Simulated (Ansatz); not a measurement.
Crystal: MoS2.

```xyz
3
Lattice="3.1480 -1.9298 0.0000 3.1480 1.9298 0.0000 -0.0031 0.0000 4.4393" Properties=species:S:1:pos:R:3 pbc="T T T"
Mo    0.0000    0.0000    0.0000
S     4.3301    0.0000    1.2825
S     1.9628    0.0000    3.1568
```

The cell comes from a database or a generator and needn't be the stable form of this composition.

```yaml
Program: Ansatz 0.2.0
Task: relaxation of cell and atoms
Functional: LDA
Potentials_or_basis: all-electron LAPW, scalar-relativistic
Basis_error_allowed: 0.002 eV/atom
k_mesh: 6 × 6 × 5
Occupations: fermi-dirac, width 0.05 eV
Spin: no spin polarisation
```

At the start: volume 17.98 Å³/atom.

Task: Where does the relaxation end?

Result: Over 15 steps the energy falls by 670.2 meV/atom and the volume is 16.64 Å³/atom (-7.4 %); space group P-3m1 (No. 164, to 0.05 Å).

Step by step:
| step | energy change (eV) | largest force (eV/Å) | volume (Å³) |
| --- | --- | --- | --- |
| 1 | 0.0000 | 1.2165 | 53.94 |
| 2 | -0.8544 | 0.7586 | 50.67 |
| 3 | -1.4599 | 0.2222 | 48.33 |
| 4 | -1.7889 | 0.1063 | 46.80 |
| 5 | -1.9163 | 0.2777 | 46.61 |
| 6 | -1.9727 | 0.1133 | 48.15 |
| 7 | -1.9869 | 0.1049 | 48.79 |
| 8 | -1.9905 | 0.0099 | 49.31 |
| 9 | -1.9908 | 0.0029 | 49.46 |
| 10 | -1.9908 | 0.0017 | 49.50 |
| 11 | -2.0093 | 0.0059 | 49.50 |
| 12 | -2.0105 | 0.0003 | 49.80 |
| 13 | -2.0107 | 0.0016 | 49.88 |
| 14 | -2.0107 | 0.0009 | 49.92 |
| 15 | -2.0107 | 0.0009 | 49.92 |

Final structure:
```xyz
3
Lattice="2.7315 -1.5770 0.0008 2.7315 1.5770 0.0008 -0.0015 0.0000 5.7949" Properties=species:S:1:pos:R:3 pbc="T T T"
Mo    0.0000    0.0000    0.0000
S     3.6414    0.0000    1.5578
S     1.8200    0.0000    4.2389
```

Caveat: the k mesh is thin for a metal, which can move the energy by tens of meV per atom.
